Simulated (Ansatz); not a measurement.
# ScAl3: the cost of one run

Computed with Ansatz 0.2.0 (DFT PBEsol, scalar-relativistic, plane waves, PAW, unless a step's input says otherwise).

1 further run of the same task is left out (set aside as unsound or not needed).

## 1. The starting structure

It takes space group Pm-3m (No. 221, cubic). Conventional cell: a = 4.071 Å, b = 4.071 Å, c = 4.071 Å, α = 90.00°, β = 90.00°, γ = 90.00°. Sc (site symmetry m-3m) is surrounded by 12 Al at 2.88 Å. Al (site symmetry 4/mmm) is surrounded by 4 Sc at 2.88 Å and 8 Al at 2.88 Å.

As a file:

```
Sc Al
1.0
     4.07130    0.00000    0.00000
     0.00000    4.07130    0.00000
     0.00000    0.00000    4.07130
Sc Al
1 3
Cartesian
  0.0000 0.0000 0.0000
  2.0356 0.0000 2.0356
  0.0000 2.0356 2.0356
  2.0356 2.0356 0.0000
```

It goes back to an entry of the Materials Project.

It is the result of an earlier relaxation at this level (volume 16.87 Å³/atom; gap on the mesh: none (metal)).

## 2. Static run: bands, density of states and charges

input.yaml

```yaml
crystal:
  lattice:
    - [4.0712986163, 0.0, 0.0]
    - [0.0, 4.0712986163, 0.0]
    - [0.0, 0.0, 4.0712986163]
  atoms:
    - { symbol: Sc, position: [0.0, 0.0, 0.0] }
    - { symbol: Al, position: [0.5, 0.0, 0.5] }
    - { symbol: Al, position: [0.0, 0.5, 0.5] }
    - { symbol: Al, position: [0.5, 0.5, 0.0] }
basis:
  ecutwfc: 420
kpoints:
  mp_grid: { grid: [10, 10, 10] }
  band_path:
    path:
      - [[0.0, 0.0, 0.0], [0.0, 0.5, 0.0], [0.5, 0.5, 0.0], [0.0, 0.0, 0.0], [0.5, 0.5, 0.5], [0.0, 0.5, 0.0]]
      - [[0.5, 0.5, 0.5], [0.5, 0.5, 0.0]]
    npoints: 14
hamiltonian:
  xc: pbesol
scf:
  occupations: { method: gaussian, width: 0.1 }
  n_extra_bands: 10
output:
  forces: true
  stress: true
  eigenvalues: true
  populations: true
  dos: { projected: true, de: 0.02, nscf_kmesh: { grid: [15, 15, 15] } }
  bader: true
```

The run is started by

```
$ ansatz run input.yaml --threads 1 --pin off --max-ram 2560MiB --backend cpu --events-out ev --progress --plain --runs-dir out
```

What time and memory should one allow on 1 thread of Arm Neoverse V2, shared host?

About 21 s, with a peak of 0.36 GiB.
